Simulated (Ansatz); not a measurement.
## Relaxing NbAs

All numbers below come from Ansatz 0.2.0, DFT PBE, scalar-relativistic, plane waves, PAW. Cutoff 420 eV, Γ-centred k mesh, Gaussian smearing, no spin polarisation in the final step.

This is the end of a relaxation of cell and atoms.

```
Nb As
1.0
    -1.73668    1.73668    5.87520
     1.73668   -1.73668    5.87520
     1.73668    1.73668   -5.87520
Nb As
2 2
Direct
  0.49890 0.49890 0.00000
  0.24890 0.74890 0.50000
  0.91710 0.91710 0.00000
  0.66710 0.16710 0.50000
```

Formation energies are uncorrected and refer to the elements' standard structures at the same level.

Question: What space group does it have?

Answer: I4_1md (No. 109). Conventional cell: a = 3.473 Å, c = 11.750 Å. Nb has 6 As at 2.63–2.64 Å; As is coordinated by 6 Nb at 2.63–2.64 Å.

Question: How far does it lie from the elements in energy?

Answer: -0.69 eV/atom.

Question: Is it a metal?

Answer: Yes, bands cross the Fermi level on the 18×18×18 mesh.

The final run used a 18×18×18 mesh on its 4-atom cell and 0.10 eV smearing. The k mesh leaves about 4 meV/atom of noise in metals.

Cost: 2 runs of about 5 core-minutes in all, on Intel Xeon 6975P-C (Granite Rapids) (shared hosts).